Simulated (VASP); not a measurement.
Set up this calculation in VASP 6.6.1, as the native input.

- Task: relaxation of cell and atoms
- Functional: PBEsol
- Potentials or basis: VASP PAW PBE potentials, release 64 (Ge_d)
- Cutoff: 520 eV
- k mesh: 4 × 4 × 4
- Occupations: gaussian, width 0.02 eV
- Spin: no spin polarisation
- Target pressure: 9.8 GPa
- Further INCAR settings: ALGO = Normal; EDIFF = 1e-07; IBRION = 2; EDIFFG = -0.002; NSW = 80; ISIF = 3
- Target pressure: 9.8 GPa

The structure of Ge lies in POSCAR:

```
Ge
1.0
   -2.5744897200      2.5744897200      1.3974126400
    2.5744897200     -2.5744897200      1.3974126400
    2.5744897200      2.5744897200     -1.3974126400
Ge
2
Direct
    0.2500000000      0.7500000000      0.5000000000
    0.5000000000      0.5000000000      0.0000000000
```

This isn't the form of Ge at room conditions, which is diamond.

The input as run:

INCAR

```
PREC = Accurate
ENCUT = 520
EDIFF = 1E-7
ISMEAR = 0
SIGMA = 0.02
LREAL = False
LASPH = True
NELM = 60
ALGO = Normal
ISIF = 3
LWAVE = False
LCHARG = False
GGA = PS
IBRION = 2
NSW = 80
EDIFFG = -0.002
PSTRESS = 98.0
```

KPOINTS

```
regular mesh
0
Gamma
  4 4 4
```

Potentials or basis: VASP PAW PBE potentials, release 64 (Ge_d).

Run with:

```sh
$ cat potpaw_PBE.64/Ge_d/POTCAR > POTCAR
$ mpirun -np 1 vasp_std > vasp.out
```

Results of the run:

The relaxed volume is 16.59 Å³/atom and the relaxed cell is a = 3.726 Å, b = 3.726 Å, c = 3.726 Å, α = 97.97°, β = 97.97°, γ = 136.27°. The space group after relaxing (to 0.05 Å) is I4_1/amd (No. 141) and the energy change on relaxing (the enthalpy is what falls) is +30.2 meV/atom. The ionic steps are 12, the pressure after relaxing is 9.8 GPa and the band gap on the k mesh is none (metal or under the smearing width).

Caveat: the k mesh is coarse (spacing up to 0.64 Å⁻¹), so the values aren't converged; the cell is relaxed towards a set pressure, so the enthalpy falls and the energy may rise; the PAW data sets were made with another functional, which shifts forces and pressure a little.

It took 120 s on 1 thread of Intel(R) Xeon(R) Platinum 8488C (Sapphire Rapids), on a shared host, peak memory 0.16 GiB.
